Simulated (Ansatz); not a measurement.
Crystal: MgO.

```xyz
4
Lattice="3.3078 0.0000 0.0000 -1.6539 2.8646 0.0000 0.0000 0.0000 4.9829" Properties=species:S:1:pos:R:3 pbc="T T T"
Mg    1.6539    0.9549    2.5022
Mg    0.0000    1.9098    0.0108
O     1.6539    0.9549    4.4968
O     0.0000    1.9098    2.0053
```

Measurements of this composition are mostly on another form, of space group No. 225.

| Quantity | Value |
| --- | --- |
| Program | Ansatz 0.2.0 |
| Task | single point |
| Functional | PBE |
| Potentials or basis | Ansatz PAW |
| Cutoff | 420 eV (not typed: the program's choice for these potentials) |
| k mesh | 9 × 9 × 6 |
| Occupations | fermi-dirac, width 0.05 eV |
| Spin | no spin polarisation |

On this cell: pressure 3.3 GPa; largest force 0.008 eV/Å; band gap on the k mesh 3.48 eV, direct.

The same run follows on a disturbed copy (atoms moved at random, drawn with an rms of 0.05 Å):

```
Mg O
1.0
     3.30779    0.00000    0.00000
    -1.65389    2.86463    0.00000
     0.00000    0.00000    4.98288
Mg O
2 2
Cartesian
  1.6167 1.0016 2.4270
  -0.0468 1.9301 0.0444
  1.6461 0.9485 4.5197
  -0.0872 1.8937 2.0559
```

**Question.** What does the disturbed cell give?

**Answer.** The energy moves by +29.8 meV/atom; pressure 3.7 GPa; largest force 1.490 eV/Å; band gap on the k mesh 3.36 eV, direct.

Forces on the atoms (eV/Å):
```
Mg  -0.675 -0.741  1.102
Mg   0.291 -0.247 -0.495
O   -0.404  0.269  0.004
O    0.788  0.719 -0.610
```

Stress tensor (GPa, compression positive):
```
 7.20  3.16 -0.28
 3.16  4.23 -0.99
-0.28 -0.99 -0.19
```

Caveats: odd divisions of the mesh miss points on the zone boundary, where band edges often lie, so the gap on the mesh can be too wide.

A k mesh can miss the band edges.
